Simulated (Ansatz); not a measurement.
# A film clamped to a substrate in Ru

These are results of DFT PBEsol, scalar-relativistic, plane waves, PAW (Ansatz 0.2.0), not measurements. The runs took a 420 eV cutoff, a Γ-centred 24×24×14 mesh and Gaussian smearing (0.15 eV). No spin polarisation. Energies are free energies at this smearing, counted from the undisturbed cell; pressure is positive in compression.

Zero of the scan (relaxed at this level; with this scan's settings it stands at 0.1 GPa):

```
Ru
1.0
     2.68952    0.00000    0.00000
    -1.34476    2.32920    0.00000
     0.00000    0.00000    4.25192
Ru
2
Cartesian
  0.0000 1.5528 1.0630
  1.3448 0.7764 3.1889
```

The cell (2 atoms, V0 = 26.64 Å³) is strained by p along both x and y and by q along z, fractional coordinates fixed. τp = (1/V0) ∂E/∂p = (σxx + σyy)(1 + p)(1 + q) and τq = (1/V0) ∂E/∂q = σzz(1 + p)², with tension positive.

| p | q | ΔE (meV/atom) | τp (GPa) | τq (GPa) |
| --- | --- | --- | --- | --- |
| 0.000 | 0.000 | 0.00 | -0.75 | 0.47 |
| -0.025 | 0.000 | 48.54 | -47.96 | -9.76 |
| 0.025 | 0.000 | 38.02 | 35.74 | 9.57 |
| 0.000 | -0.025 | 18.34 | -11.24 | -18.73 |
| 0.000 | 0.025 | 17.94 | 8.14 | 16.28 |

**Question.** Get the second derivatives of the energy density.

**Answer.** Central differences give A = ∂τp/∂p = 1674 GPa (C11 + C22 + 2 C12), C = ∂τq/∂q = 700 GPa (C33) and the cross term B = ∂τq/∂p = 387 GPa (C13 + C23); ∂τp/∂q = 388 GPa must equal B, and any difference shows higher-order terms. The ions are clamped.

**Question.** A film of this crystal grows with z along the normal on a substrate that imposes p. How does its thickness respond, and what does the misfit cost?

**Answer.** Count p and q from the stress-free cell. A free surface needs τq = 0, so q = −(B/C) p = -0.55 p. The energy density left is (A − B²/C) p²/2 = M p², with the biaxial modulus M = 730 GPa; a misfit of 1 % costs 6.07 meV/atom, against 6.96 meV/atom if the thickness were held.

At p = -0.050 the energies along q are 395.2 (q = -0.050), 275.7 (q = -0.025), 208.8 (q = 0.000), 185.9 (q = 0.025), 199.1 (q = 0.050) meV/atom.

**Question.** Does the linear rule hold at this misfit?

**Answer.** A parabola through the lowest point and its neighbours has its minimum at q = 0.028, 185.6 meV/atom. With the stress left in the starting cell, τp0 and τq0, linear elasticity gives q = −(τq0 + Bp)/C = 0.027 and E = V0(τp0 p + τq0 q + Ap²/2 + Bpq + Cq²/2)/N = 155.9 meV/atom. The energies differ by more than a tenth, so the quadratic law fails here: the gap holds the anharmonic part, with some error from the wide steps. Cubic terms also shift the vertex of so wide a parabola.

In a metal these slopes depend on the k mesh and the smearing.

Cost: 25 runs of about 9.7 core-minutes in all, on AMD EPYC (Zen 3) (shared hosts).

The film resists misfit mainly through its in-plane stiffness: letting the thickness relax lowers the cost of a 1 % misfit only from 6.96 to 6.07 meV/atom. This fits ruthenium's place near the middle of the transition series, where the d electrons fill mostly bonding states and hold both bond lengths and bond angles firmly, so the lattice does not simply conserve volume. Clamping the ions costs nothing here, since both strains keep the hexagonal symmetry and this fixes the atomic sites.

At the larger compression the linear rule still places the thickness well, at 0.027 against 0.028, but underestimates the energy, 155.9 against 185.6 meV/atom. The small strains already point to the reason: in-plane stress grows faster in compression than in tension, as expected when short-range repulsion steepens. Under an equally large tensile misfit the quadratic law would therefore probably err the other way. The elastic energy alone does not tell at what thickness a film would give up coherence, which also depends on the cost of misfit dislocations.
